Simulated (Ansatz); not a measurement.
# Ti2HO: the cost of one run

Program: Ansatz 0.2.0. Level of theory: DFT PBE+U+D3(BJ), scalar-relativistic, plane waves, PAW. These are calculated values, not measurements.

1 further run of the same task is left out (it didn't finish).

## (1) The system as given

The structure is trigonal, space group P-3m1 (No. 164). Conventional cell: a = 2.957 Å, b = 2.957 Å, c = 4.833 Å, α = 90.00°, β = 90.00°, γ = 120.00°. Around Ti (site symmetry 3m) lie 3 O at 2.15 Å. Around O (site symmetry -3m) lie 6 Ti at 2.15 Å.

Structure file:

```cif
data_structure
_symmetry_space_group_name_H-M 'P 1'
_symmetry_Int_Tables_number 1
_cell_length_a 2.9569
_cell_length_b 2.9569
_cell_length_c 4.8330
_cell_angle_alpha 90.000
_cell_angle_beta 90.000
_cell_angle_gamma 120.000
_cell_volume 36.60
loop_
_atom_site_label
_atom_site_type_symbol
_atom_site_fract_x
_atom_site_fract_y
_atom_site_fract_z
_atom_site_occupancy
Ti1 Ti 0.66667 0.33333 0.26967 1
Ti2 Ti 0.33333 0.66667 0.73033 1
O1 O 0.00000 0.00000 0.00000 1
```

It is the result of an earlier relaxation at this level (volume 12.20 Å³/atom; gap on the mesh: none (metal)).

Reference energy of this cell: -5563.0551 eV (3 atoms, 12×12×8 mesh, zero smearing).

## (2) Next: 1 H put on empty site 1 in one host cell

The empty site lies 2.04 Å from the nearest host atom; the cell of 1 host cell is widened for the start only if the site is tight.

The cell holds 2 Ti, 1 O, 1 H: a = 2.957 Å, b = 2.957 Å, c = 4.833 Å, α = 90.00°, β = 90.00°, γ = 120.00°.

## (3) Quick check of gap, pressure and forces

input.yaml reads:

```yaml
crystal:
  lattice:
    - [2.9568948992, 0.0, 0.0]
    - [-1.4784474496, 2.560746099, 0.0]
    - [0.0, 0.0, 4.8330441081]
  atoms:
    - { symbol: Ti, position: [0.6666666667, 0.3333333333, 0.2696661287], spin: 1.0 }
    - { symbol: Ti, position: [0.3333333333, 0.6666666667, 0.7303338713], spin: 1.0 }
    - { symbol: O, position: [0.0, 0.0, 1.0] }
    - { symbol: H, position: [0.0, 0.0, 0.5] }
basis:
  ecutwfc: 420
kpoints:
  mp_grid: { grid: [6, 6, 4] }
hamiltonian:
  xc: pbe
  dispersion: d3bj
  hubbard: { sites: [{ species: Ti, l: d, u_eff: 4.0 }] }
scf:
  occupations: { method: gaussian, width: 0.1 }
  lower_state_search: "off"
output:
  forces: true
  stress: true
  eigenvalues: true
  populations: true
magnetization:
  spin_polarized: true
```

Started as:

```sh
$ ansatz run input.yaml --threads 2 --pin off --max-ram 5120MiB --backend cpu --events-out ev --progress --plain --runs-dir out
```

What time and memory should one allow on 2 threads of Arm Neoverse V1, shared host?

About 4.7 s, with a peak of 0.34 GiB.
